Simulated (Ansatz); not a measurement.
# HfO2: single point with PBE

Crystal: HfO2.

```
Hf O
1.0
     0.00000    2.55750    2.55750
     2.55750    0.00000    2.55750
     2.55750    2.55750    0.00000
Hf O
1 2
Direct
  0.00000 0.00000 0.00000
  0.75000 0.75000 0.75000
  0.25000 0.25000 0.25000
```

Measurements of this composition are mostly on another form, of space group No. 14.

```json
{
 "Program": "Ansatz 0.2.0",
 "Task": "single point",
 "Functional": "PBE",
 "Potentials or basis": "Ansatz PAW",
 "Cutoff": "420 eV (not typed: the program's choice for these potentials)",
 "k mesh": "9 × 9 × 9",
 "Occupations": "gaussian, width 0.026 eV",
 "Spin": "no spin polarisation"
}
```

| Item | Value |
| --- | --- |
| Pressure | -2.5 GPa |
| Band gap on the k mesh | 3.83 eV, indirect (least direct gap 3.94 eV) |

Levels at points of the mesh, in eV from the valence-band top:
```
           k point  band 15  band 16  band 17  band 18  band 19  band 20  band 21  band 22  band 23
(0.00, 0.00, 0.00)    -5.18    -5.18    -0.56    -0.56    -0.56     3.87     3.87     5.63    10.16
```

Wall time 0.71 s on 2 threads of Intel(R) Xeon(R) Platinum 8375C CPU @ 2.90GHz (Ice Lake), with other jobs on the host, peak memory 0.38 GiB.

Caveat: odd divisions of the mesh miss points on the zone boundary, where band edges often lie, so the gap on the mesh can be too wide; the pressure holds a Pulay correction of +0.9 GPa for the finite cutoff; spin-orbit coupling is left out, which moves the levels of the heavy elements. A k mesh can miss the band edges.
